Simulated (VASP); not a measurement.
A convergence study with VASP on BaSnO₃ (cubic perovskite): one setting is varied, all else stays as given below, so the limit is that of these other settings. Each run relaxes cell and ions from the cell shown. The basis is that of the starting cell, so low cut-offs carry a Pulay error.

```
CELL_PARAMETERS angstrom
      4.12000     0.00000     0.00000
      0.00000     4.12000     0.00000
      0.00000     0.00000     4.12000
ATOMIC_POSITIONS crystal
  Ba 0.00000 0.00000 0.00000
  Sn 0.50000 0.50000 0.50000
  O  0.50000 0.00000 0.50000
  O  0.00000 0.50000 0.50000
  O  0.50000 0.50000 0.00000
```

Calculation: PBE GGA, VASP's PBE PAW potentials (set 64) (plane waves; VASP). The tightest run used: 800 eV cut-off, 4×4×4 Γ-centred mesh, Gaussian smearing of 0.050 eV, potentials Ba_sv Sn_d O.

Unless said otherwise, spin-orbit coupling is left out, though it shifts the bands of the heavy elements here. Gaps are read on the run's mesh, which can miss a band edge.

The settings run are ENCUT = 250; ENCUT = 300; ENCUT = 350; ENCUT = 400; ENCUT = 450; ENCUT = 500; ENCUT = 550; ENCUT = 600; ENCUT = 650; ENCUT = 700; ENCUT = 750; ENCUT = 800. From which on does the relaxed volume stay within 0.05 Å³/atom of the tightest run?…

From ENCUT = 500 on: it is off by 0.002 there and by no more than 0.05 in any finer run, while ENCUT = 450 is off by 0.138.
```json
[
 {"setting": "ENCUT = 250", "relaxed volume (Å³/atom)": "11.747", "E (eV/atom)": "-6.9699", "gap on the mesh (eV)": "3.291", "plane waves": "647", "difference judged (Å³/atom)": "2.929"},
 {"setting": "ENCUT = 300", "relaxed volume (Å³/atom)": "12.775", "E (eV/atom)": "-6.4422", "gap on the mesh (eV)": "2.105", "plane waves": "840", "difference judged (Å³/atom)": "1.900"},
 {"setting": "ENCUT = 350", "relaxed volume (Å³/atom)": "13.648", "E (eV/atom)": "-6.3071", "gap on the mesh (eV)": "1.247", "plane waves": "1064", "difference judged (Å³/atom)": "1.027"},
 {"setting": "ENCUT = 400", "relaxed volume (Å³/atom)": "14.222", "E (eV/atom)": "-6.2829", "gap on the mesh (eV)": "0.722", "plane waves": "1328", "difference judged (Å³/atom)": "0.453"},
 {"setting": "ENCUT = 450", "relaxed volume (Å³/atom)": "14.538", "E (eV/atom)": "-6.2828", "gap on the mesh (eV)": "0.454", "plane waves": "1568", "difference judged (Å³/atom)": "0.138"},
 {"setting": "ENCUT = 500", "relaxed volume (Å³/atom)": "14.673", "E (eV/atom)": "-6.2844", "gap on the mesh (eV)": "0.342", "plane waves": "1800", "difference judged (Å³/atom)": "0.002"},
 {"setting": "ENCUT = 550", "relaxed volume (Å³/atom)": "14.681", "E (eV/atom)": "-6.2850", "gap on the mesh (eV)": "0.335", "plane waves": "2103", "difference judged (Å³/atom)": "0.006"},
 {"setting": "ENCUT = 600", "relaxed volume (Å³/atom)": "14.681", "E (eV/atom)": "-6.2858", "gap on the mesh (eV)": "0.336", "plane waves": "2360", "difference judged (Å³/atom)": "0.005"},
 {"setting": "ENCUT = 650", "relaxed volume (Å³/atom)": "14.670", "E (eV/atom)": "-6.2866", "gap on the mesh (eV)": "0.345", "plane waves": "2666", "difference judged (Å³/atom)": "0.005"},
 {"setting": "ENCUT = 700", "relaxed volume (Å³/atom)": "14.670", "E (eV/atom)": "-6.2876", "gap on the mesh (eV)": "0.346", "plane waves": "3016", "difference judged (Å³/atom)": "0.005"},
 {"setting": "ENCUT = 750", "relaxed volume (Å³/atom)": "14.677", "E (eV/atom)": "-6.2883", "gap on the mesh (eV)": "0.341", "plane waves": "3294", "difference judged (Å³/atom)": "0.002"},
 {"setting": "ENCUT = 800", "relaxed volume (Å³/atom)": "14.675", "E (eV/atom)": "-6.2889", "gap on the mesh (eV)": "0.343", "plane waves": "3695", "difference judged (Å³/atom)": "0.000"}
]
```

Left out are rungs that failed or repeat a setting and relaxations that didn't move; long series are thinned to 24 rows.

The compound is BaSnO3 in the cubic perovskite structure.
